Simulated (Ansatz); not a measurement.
Wires are cut from relaxed bulk CoO (Fm-3m, 9.58 Å³/atom, gap on the mesh 0.00 eV); atoms and period are relaxed, and energies count from that bulk.

Computed with DFT PBE, scalar-relativistic, plane waves, PAW (Ansatz).

Cutoff 420 eV, Gaussian smearing of 0.05 eV, energies at zero smearing, symmetry of each start kept, collinear spin where a moment is listed.

| start | atoms | k mesh | excess energy (eV per host atom) | line energy (eV/Å) | period (Å) | gap on the mesh (eV) | size of the moment (μB per cell) |
| --- | --- | --- | --- | --- | --- | --- | --- |
| [111] wire, 12 host atoms a period* | 12 | 1×1×8 | 0.294 | 0.492 | 7.187 | 0.20 | 16.00 |
| [111] wire, 16 host atoms a period* | 16 | 1×1×8 | 0.271 | 0.661 | 6.557 | 0 | 17.25 |

* ends far from its start.

Moments started parallel, and an antiferromagnetic order may lie lower.

Each run keeps its start's symmetry and one magnetic start, so lower states can exist.

Cost: 2 runs of about 2.5 core-hours in all, on Intel Xeon Platinum 8488C (Sapphire Rapids) (shared hosts).